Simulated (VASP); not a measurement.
The system is Ru.

```
Ru
1.0
     2.70580    0.00000    0.00000
    -1.35290    2.34329    0.00000
     0.00000    0.00000    4.28190
Ru
2
Direct
  0.66667 0.33333 0.75000
  0.33333 0.66667 0.25000
```

Program: VASP 6.6.1. Alike in all runs: task band structure; potentials or basis VASP PAW PBE potentials, release 64 (Ru_pv); cell as given; cutoff (eV) 520; smearing fermi-dirac 0.05 eV.

Problem. Order these runs on this cell by their pressure, lowest first.
A. level PBEsol; spin SOC, no magnetisation; k mesh 8 × 8 × 5; further INCAR settings ALGO = Normal; EDIFF = 1e-06
B. level revPBE; spin off; k mesh 11 × 11 × 6; further INCAR settings ALGO = Normal; EDIFF = 1e-07
C. level PW91; spin off; k mesh 11 × 11 × 6; further INCAR settings ALGO = Fast; EDIFF = 1e-06

Solution. A (-6.5 GPa), C (6.2 GPa), B (7.7 GPa).

Caveats: the PAW data sets were made with another functional, which shifts forces and pressure a little.

Runs at the PBE level aren't shown here.
